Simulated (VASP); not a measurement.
# MgI2 (P-3m1) in VASP: a series of runs

One crystal, MgI2, is run at these levels: r2SCAN; tasks: single point.

Everything below comes from runs of VASP 6.6.1. Logs are shortened: lines on timing, memory, paths and dates and some standing lists are left out, and cuts for length are marked.

## Step 1: Starting point

It takes space group P-3m1 (No. 164, trigonal). Conventional cell: a = 4.105 Å, b = 4.105 Å, c = 6.822 Å, α = 90.00°, β = 90.00°, γ = 120.00°. Mg (site symmetry -3m) is surrounded by 6 I at 2.92 Å. I (site symmetry 3m) has 3 Mg at 2.92 Å as nearest neighbours.

## Step 2: Single point, r2SCAN

POSCAR reads:

```
MgI2
1.0
    4.1052084391      0.0000000000      0.0000000000
   -2.0526042196      3.5552195839      0.0000000000
    0.0000000000      0.0000000000      6.8221821404
Mg I
1 2
Direct
    0.0000000000      0.0000000000      0.0000000000
    0.3333333333      0.6666666667      0.2500000000
    0.6666666667      0.3333333333      0.7500000000
```

INCAR.step1 reads:

```
PREC = Accurate
ENCUT = 520
ISMEAR = 0
SIGMA = 0.01
LREAL = False
LASPH = True
NELM = 60
NBANDS = 15
GGA = PE
ALGO = Normal
EDIFF = 1E-4
LWAVE = True
LCHARG = False
```

INCAR.step2 reads:

```
PREC = Accurate
ENCUT = 520
EDIFF = 1E-7
ISMEAR = 0
SIGMA = 0.01
LREAL = False
LASPH = True
NELM = 60
ALGO = Normal
ISIF = 2
LWAVE = False
LCHARG = True
METAGGA = R2SCAN
LMIXTAU = True
LELF = True
LVHAR = True
NBANDS = 15
ISTART = 1
```

KPOINTS reads:

```
Automatic mesh
0
Gamma
  5 5 3
```

Potentials or basis: VASP PAW PBE potentials, release 64 (Mg, I).

On the command line:

```
$ cat potpaw_PBE.64/Mg/POTCAR potpaw_PBE.64/I/POTCAR > POTCAR
$ cp INCAR.step1 INCAR
$ mpirun -np 1 vasp_std > vasp.out
$ cp INCAR.step2 INCAR
$ mpirun -np 1 vasp_std > vasp.out
```

OUTCAR:

```text
PREC = Accurate
   ENCUT = 520
   EDIFF = 1E-7
   ISMEAR = 0
   LREAL = False
   LASPH = True
   NELM = 60
   ISIF = 2
   METAGGA = R2SCAN
   ISTART = 1

 ion  position               nearest neighbor table
   1  0.000  0.000  0.000-   2 2.92   3 2.92   3 2.92   2 2.92   3 2.92   2 2.92
   2  0.333  0.667  0.250-   1 2.92   1 2.92   1 2.92
   3  0.667  0.333  0.750-   1 2.92   1 2.92   1 2.92

  LATTYP: Found a hexagonal cell.
 ALAT       =     4.1052084391
 C/A-ratio  =     1.6618357488

  Lattice vectors:

 A1 = (   4.1052084391,   0.0000000000,   0.0000000000)
 A2 = (  -2.0526042196,   3.5552195839,   0.0000000000)
 A3 = (   0.0000000000,   0.0000000000,   6.8221821404)

Analysis of symmetry for initial positions (statically):
=====================================================================
 Subroutine PRICEL returns:
 Original cell was already a primitive cell.

 Routine SETGRP: Setting up the symmetry group for a
 hexagonal supercell.

 Subroutine GETGRP returns: Found 12 space group operations
 (whereof 12 operations were pure point group operations)
 out of a pool of 24 trial point group operations.

The static configuration has the point symmetry D_3d.

Analysis of symmetry for dynamics (positions and initial velocities):
=====================================================================
 Subroutine PRICEL returns:
 Original cell was already a primitive cell.

 Routine SETGRP: Setting up the symmetry group for a
 hexagonal supercell.

 Subroutine GETGRP returns: Found 12 space group operations
 (whereof 12 operations were pure point group operations)
 out of a pool of 24 trial point group operations.

The dynamic configuration has the point symmetry D_3d.

 Subroutine INISYM returns: Found 12 space group operations
 (whereof 12 operations are pure point group operations),
 and found     1 'primitive' translations

----------------------------------------------------------------------------------------

                                     Primitive cell

  volume of cell :      99.5692

  direct lattice vectors                    reciprocal lattice vectors
     4.105208439  0.000000000  0.000000000     0.243592990  0.140638289  0.000000000
    -2.052604220  3.555219584  0.000000000     0.000000000  0.281276578  0.000000000
     0.000000000  0.000000000  6.822182140     0.000000000  0.000000000  0.146580666

[... 82 lines left out ...]
   PSTRESS=    0.0 pullay stress
   NELECT =      16.0000    total number of electrons
   NUPDOWN=      -1.0000    fix difference up-down
   EMIN   =  10.00;   EMAX   =-10.00  energy-range for DOS
   EFERMI =   0.00;   METHOD = LEGACY
   ISMEAR =     0;   SIGMA  =   0.01  broadening in eV -4-tet -1-fermi 0-gaus
   EFERMI_NEDOS =   21; number of points for ismear=-14 and -15
   IALGO  =     38    algorithm
   IMIX   =      4    mixing-type and parameters
     AMIX     =   0.40;   BMIX     =  1.00
     AMIX_MAG =   1.60;   BMIX_MAG =  1.00
  volume/ion in A,a.u.               =      33.19       223.98
  Fermi-wavevector in a.u.,A,eV,Ry     =   0.890034  1.681920 10.777994  0.792160
  Thomas-Fermi vector in A             =   2.011672
   LORBIT       =      0    0 simple, 1 ext, 2 COOP (PROOUT), +10 PAW based schemes
   METAGGA = R2SCAN    functional components
   LHFCALC =     F    Hartree Fock is set to
   AEXX    =    0.0000 exact exchange contribution
   IVDW    =     0    specifies the selected vdW correction
   LEPSILON=     F    determine dielectric tensor
   LRPA    =     F    only Hartree local field effects (RPA)
 non-spin polarized calculation
 Gauss-broadening in eV      SIGMA  =   0.01
  energy-cutoff  :      520.00
  volume of cell :       99.57
 maximum number of plane-waves:      2695
 NGX is ok and might be reduce to    32
   NGX = 15   NGY = 15   NGZ = 25

 number of electron      16.0000002 magnetization

 Free energy of the ion-electron system (eV)
  ---------------------------------------------------
  ext. energy  EPLUGINS =         0.00000000
  ---------------------------------------------------
  free energy    TOTEN  =       -56.89317022 eV

  energy without entropy =      -56.89317022  energy(sigma->0) =      -56.89317022

 E-fermi :   2.4264     XC(G=0):  -8.7245

 val. band max:        2.3090899498   @ k =   0.0000   0.0000   0.0000
 cond. band min:       6.4470992433   @ k =   0.0000   0.4000   0.3333
 fundamental gap:      4.1380092934
 Fermi energy:         2.4264030856

 k-point     1 :       0.0000    0.0000    0.0000
  band No.  band energies     occupation
      1     -10.2157      2.00000
      2      -9.4456      2.00000
      3      -1.4397      2.00000
      4       1.9046      2.00000
      5       1.9046      2.00000
      6       2.2920      2.00000
      7       2.3091      2.00000
      8       2.3091      2.00000
      9       6.8679      0.00000
     10       7.8370      0.00000
     11       9.7425      0.00000
     12       9.7425      0.00000
     13      10.3281      0.00000
     14      11.1626      0.00000
[... 185 lines left out ...]
      2      -9.2037      2.00000
      3      -1.2063      2.00000
      4      -0.7217      2.00000
      5       0.0225      2.00000
      6       0.5269      2.00000
      7       1.3488      2.00000
      8       1.6729      2.00000
      9       7.1290      0.00000
     10       8.7436      0.00000
     11       9.0218      0.00000
     12       9.6412      0.00000
     13      10.2399      0.00000
     14      11.5137      0.00000
     15      12.8745      0.00000

------------------------ aborting loop because EDIFF is reached ----------------------------------------

  FORCE on cell =-STRESS in cart. coord.  units (eV):
  Direction    XX          YY          ZZ          XY          YZ          ZX
  --------------------------------------------------------------------------------------
  -------------------------------------------------------------------------------------
  Total        0.7563568      0.7563589      0.2073985     -0.0000000      0.0000000     -0.0000000
  in kB       12.1706105     12.1706433      3.3372698     -0.0000000      0.0000000     -0.0000000
  external PRESSURE =       9.2261745 kB  Pullay stress =       0.0000000 kB

 VOLUME and BASIS-vectors are now :
 -----------------------------------------------------------------------------
  energy-cutoff  :      520.00
  volume of cell :       99.57
      direct lattice vectors                 reciprocal lattice vectors
     4.105208439  0.000000000  0.000000000     0.243592990  0.140638289  0.000000000
    -2.052604220  3.555219584  0.000000000     0.000000000  0.281276578  0.000000000
     0.000000000  0.000000000  6.822182140     0.000000000  0.000000000  0.146580666

 POSITION                                       TOTAL-FORCE (eV/Angst)
 -----------------------------------------------------------------------------------
      0.00000      0.00000      0.00000         0.000000     -0.000000      0.000000
     -0.00000      2.37015      1.70555        -0.000000     -0.000000     -0.208817
      2.05260      1.18507      5.11664         0.000000      0.000000      0.208817
 -----------------------------------------------------------------------------------
    total drift:                                0.000000     -0.000000      0.000000

  FREE ENERGIE OF THE ION-ELECTRON SYSTEM (eV)
  ---------------------------------------------------
  free  energy   TOTEN  =       -56.8931702187 eV

  energy  without entropy=      -56.8931702187  energy(sigma->0) =      -56.89317022
```

OUTCAR.step1:

```text
PREC = Accurate
   ENCUT = 520
   ISMEAR = 0
   LREAL = False
   LASPH = True
[... 428 lines left out ...]
      0.00000      0.00000      0.00000         0.000000      0.000000      0.000000
     -0.00000      2.37015      1.70555        -0.000000      0.000000     -0.147109
      2.05260      1.18507      5.11664        -0.000000     -0.000000      0.147109
 -----------------------------------------------------------------------------------
    total drift:                                0.000000     -0.000000      0.000000

  FREE ENERGIE OF THE ION-ELECTRON SYSTEM (eV)
  ---------------------------------------------------
  free  energy   TOTEN  =        -7.6596669851 eV

  energy  without entropy=       -7.6596669851  energy(sigma->0) =       -7.65966699
```

OSZICAR.step1:

```text
N       E                     dE             d eps       ncg     rms          rms(c)
DAV:   1     0.766696923038E+02    0.76670E+02   -0.57718E+03   360   0.841E+02
DAV:   2    -0.190408690689E+01   -0.78574E+02   -0.72311E+02   506   0.134E+02
DAV:   3    -0.770326007962E+01   -0.57992E+01   -0.57809E+01   479   0.414E+01
DAV:   4    -0.780646108010E+01   -0.10320E+00   -0.10319E+00   493   0.667E+00
DAV:   5    -0.780776250866E+01   -0.13014E-02   -0.13014E-02   507   0.684E-01    0.414E+00
DAV:   6    -0.768444576523E+01    0.12332E+00   -0.10801E-01   395   0.169E+00    0.281E+00
DAV:   7    -0.766135583981E+01    0.23090E-01   -0.11791E-01   423   0.172E+00    0.740E-01
DAV:   8    -0.765953511675E+01    0.18207E-02   -0.72480E-03   416   0.495E-01    0.279E-01
DAV:   9    -0.765968243528E+01   -0.14732E-03   -0.10650E-03   507   0.192E-01    0.102E-01
DAV:  10    -0.765966698514E+01    0.15450E-04   -0.34798E-05   299   0.432E-02
   1 F= -.76596670E+01 E0= -.76596670E+01  d E =-.371435E-30
```

Run time: 2.7 min. Hardware: 1 thread of Intel Xeon Platinum 8375C at 2.90GHz (Ice Lake), shared host; peak memory 0.25 GiB.

What came out:

| Item | Value |
| --- | --- |
| Free energy | -56.8932 eV |
| Pressure | 0.9 GPa |
| Largest force | 0.209 eV/Å |
| Band gap on the k mesh | 4.14 eV, indirect (least direct gap 4.56 eV) |

Forces on the atoms (eV/Å):
```
Mg   0.000  0.000  0.000
I    0.000  0.000 -0.209
I    0.000  0.000  0.209
```

Levels at points of the mesh, in eV from the valence-band top:
```csv
k point,band 6,band 7,band 8,band 9,band 10,band 11
"(0.00, 0.00, 0.00)",-0.02,0.00,0.00,4.56,5.53,7.43
```

Caveat: the PAW data sets were made with another functional, which shifts forces and pressure a little; spin-orbit coupling is left out, which moves the levels of the heavy elements; an odd mesh through Γ misses points on the zone boundary, where band edges often lie; the cell's inner coordinates are idealised or old, which leaves forces on the atoms.

## Step 3: Single point, r2SCAN

This run uses another cell than the first one, of 31.49 Å³/atom, 0.949 times its volume.

POSCAR reads:

```
MgI2
1.0
    4.0337989820      0.0000000000      0.0000000000
   -2.0168994910      3.4933770966      0.0000000000
    0.0000000000      0.0000000000      6.7035113517
Mg I
1 2
Direct
    0.0000000000      0.0000000000      0.0000000000
    0.3333333333      0.6666666667      0.2500000000
    0.6666666667      0.3333333333      0.7500000000
```

INCAR.step1 reads:

```
ALGO = Normal
EDIFF = 1E-4
ENCUT = 520
GGA = PE
ISMEAR = 0
LASPH = T
LCHARG = F
LREAL = F
LWAVE = T
NBANDS = 15
NELM = 60
PREC = Accurate
SIGMA = 0.01
```

INCAR.step2 reads:

```
ALGO = Normal
EDIFF = 1E-7
ENCUT = 520
ISIF = 2
ISMEAR = 0
ISTART = 1
LASPH = T
LCHARG = F
LMIXTAU = T
LREAL = F
LWAVE = F
METAGGA = R2SCAN
NBANDS = 15
NELM = 60
PREC = Accurate
SIGMA = 0.01
```

KPOINTS reads:

```
k-points
0
Gamma
  5 5 3
```

Potentials or basis: VASP PAW PBE potentials, release 64 (Mg, I).

On the command line:

```
$ cat potpaw_PBE.64/Mg/POTCAR potpaw_PBE.64/I/POTCAR > POTCAR
$ cp INCAR.step1 INCAR
$ mpirun -np 1 vasp_std > vasp.out
$ cp INCAR.step2 INCAR
$ mpirun -np 1 vasp_std > vasp.out
```

It took 2.5 min on 1 thread of Intel Xeon Platinum 8375C at 2.90GHz (Ice Lake), shared host; peak memory 0.22 GiB.

The run converged. Its results:

```
Free energy            : -56.8307 eV
Pressure               : 3.1 GPa
Largest force          : 0.046 eV/Å
Band gap on the k mesh : 4.18 eV, indirect (least direct gap 4.83 eV)
```

Forces on the atoms (eV/Å):
```
Mg   0.000  0.000  0.000
I    0.000  0.000  0.046
I    0.000  0.000 -0.046
```

Stress tensor (GPa, compression positive):
```
3.39 0.00 0.00
0.00 3.39 0.00
0.00 0.00 2.39
```

Levels at points of the mesh, in eV from the valence-band top:
| k point | band 6 | band 7 | band 8 | band 9 | band 10 | band 11 |
| --- | --- | --- | --- | --- | --- | --- |
| (0.00, 0.00, 0.00) | -0.02 | 0.00 | 0.00 | 4.83 | 5.54 | 7.48 |

Caveat: the PAW data sets were made with another functional, which shifts forces and pressure a little; spin-orbit coupling is left out, which moves the levels of the heavy elements; an odd mesh through Γ misses points on the zone boundary, where band edges often lie; the cell's inner coordinates are idealised or old, which leaves forces on the atoms.

## Step 4: Single point, r2SCAN

This run uses another cell than the first one, of 37.44 Å³/atom, 1.128 times its volume.

POSCAR reads:

```
MgI2
1.0
    4.2736396780      0.0000000000      0.0000000000
   -2.1368198390      3.7010855120      0.0000000000
    0.0000000000      0.0000000000      7.1020871943
Mg I
1 2
Direct
    0.0000000000      0.0000000000      0.0000000000
    0.3333333333      0.6666666667      0.2500000000
    0.6666666667      0.3333333333      0.7500000000
```

INCAR.step1 reads:

```
SYSTEM = MgI2
PREC = Accurate ; ENCUT = 520
ISMEAR = 0 ; SIGMA = 0.01
LREAL = .False. ; LASPH = .True.
NELM = 60 ; NBANDS = 15
GGA = PE ; ALGO = Normal
EDIFF = 1E-4 ; LWAVE = .True.
LCHARG = .False.
```

INCAR.step2 reads:

```
SYSTEM = MgI2
PREC = Accurate ; ENCUT = 520
EDIFF = 1E-7 ; ISMEAR = 0
SIGMA = 0.01 ; LREAL = .False.
LASPH = .True. ; NELM = 60
ALGO = Normal ; ISIF = 2
LWAVE = .False. ; LCHARG = .True.
METAGGA = R2SCAN ; LMIXTAU = .True.
LELF = .True. ; LVHAR = .True.
NBANDS = 15 ; ISTART = 1
```

KPOINTS reads:

```
regular mesh
0
Gamma
  5 5 3
  0 0 0
```

On the command line:

```
$ cat potpaw_PBE.64/Mg/POTCAR potpaw_PBE.64/I/POTCAR > POTCAR
$ cp INCAR.step1 INCAR
$ mpirun -np 1 vasp_std > vasp.out
$ cp INCAR.step2 INCAR
$ mpirun -np 1 vasp_std > vasp.out
```

It took 2.8 min on 1 thread of Intel Xeon Platinum 8375C at 2.90GHz (Ice Lake), shared host; peak memory 0.25 GiB.

The run converged. Its results:

```
Free energy            : -56.8189 eV
Pressure               : -2.4 GPa
Largest force          : 0.672 eV/Å
Band gap on the k mesh : 3.98 eV, indirect (least direct gap 4.01 eV)
```

Forces in eV/Å, atoms in the order of the input:
```
Mg   0.000  0.000  0.000
I    0.000  0.000 -0.672
I    0.000  0.000  0.672
```

Stress tensor (GPa, compression positive):
```
-2.21  0.00  0.00
 0.00 -2.21  0.00
 0.00  0.00 -2.90
```

Levels at points of the mesh, in eV from the valence-band top:
```
           k point  band 4  band 5  band 6  band 7  band 8  band 9  band 10  band 11  band 12  band 13
(0.00, 0.00, 0.00)   -0.31   -0.31   -0.02    0.00    0.00    4.01     5.47     7.29     7.29     8.13
```

Caveat: the PAW data sets were made with another functional, which shifts forces and pressure a little; spin-orbit coupling is left out, which moves the levels of the heavy elements; an odd mesh through Γ misses points on the zone boundary, where band edges often lie; the cell's inner coordinates are idealised or old, which leaves forces on the atoms.

## Step 5: Summary

```tsv
cell	gap on the mesh (eV)	pressure (GPa)	largest force (eV/Å)
P-3m1, 33.19 Å³/atom	4.14	0.9	0.21
P-3m1, 31.49 Å³/atom	4.18	3.1	0.05
P-3m1, 37.44 Å³/atom	3.98	-2.4	0.67
```

Alike in all rows: task single point; level r2SCAN; potentials or basis VASP PAW PBE potentials, release 64 (Mg, I); no spin polarisation; k mesh 5 × 5 × 3; cutoff (eV) 520; smearing gaussian 0.01 eV.

On the cell as given the gap runs from 3.98 eV (r2SCAN) to 4.18 eV (r2SCAN).

Caveats: the PAW data sets were made with another functional, which shifts forces and pressure a little; spin-orbit coupling is left out, which moves the levels of the heavy elements; an odd mesh through Γ misses points on the zone boundary, where band edges often lie; the cell's inner coordinates are idealised or old, which leaves forces on the atoms.

Absolute energies hang on the potentials; compare differences alone.
